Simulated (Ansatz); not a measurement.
Runs of Ansatz 0.2.0 on GaN. The structure is cubic, space group F-43m (No. 216). Conventional cell: a = 4.507 Å, b = 4.507 Å, c = 4.507 Å, α = 90.00°, β = 90.00°, γ = 90.00°. Around Ga (site symmetry -43m) lie 4 N at 1.95 Å. Around N (site symmetry -43m) lie 4 Ga at 1.95 Å. The cell is a database's computed one.

| task | level | cell | k mesh | cutoff (eV) | smearing | atoms under strain | points for each segment of the path | gap on the mesh (eV) | pressure (GPa) | relaxed volume (Å³/atom) |
| --- | --- | --- | --- | --- | --- | --- | --- | --- | --- | --- |
| elastic constants | LDA | as given | 9 × 9 × 9 | 420 | fixed | relaxed | - | 1.73 | -6.5 | - |
| relaxation of cell and atoms | BLYP+D4 | relaxed | 10 × 10 × 10 | 420 | fermi-dirac 0.05 eV | - | - | 1.86 | 0.0 | (b) |
| band structure | SVWN5 | as given | 10 × 10 × 10 | 420 | fermi-dirac 0.05 eV | - | 14 | 1.73 | -6.6 | - |
| relaxation of cell and atoms | revPBE+D3(BJ) | relaxed | 10 × 10 × 10 | 420 | fermi-dirac 0.05 eV | - | - | (a) | 0.0 | 11.48 |

Alike in all rows: potentials or basis Ansatz PAW; no spin polarisation.

Fill in the values left out.

(a) 1.72; (b) 11.39.

Caveats: the PAW data sets come from PBE, with cores solved anew for the run's functional, which leaves a small shift of forces and pressure; the plane-wave basis is chosen anew once the cell has moved, so the energies of steps on either side of that aren't comparable (some runs); the cell is more than 3 GPa from zero pressure, which shifts response properties (some runs); odd divisions of the mesh miss points on the zone boundary, where band edges often lie, so the gap on the mesh can be too wide (some runs).

A k mesh can miss the band edges, and the runs leave out spin-orbit coupling on Ga.

Runs at the PBE level aren't shown here.
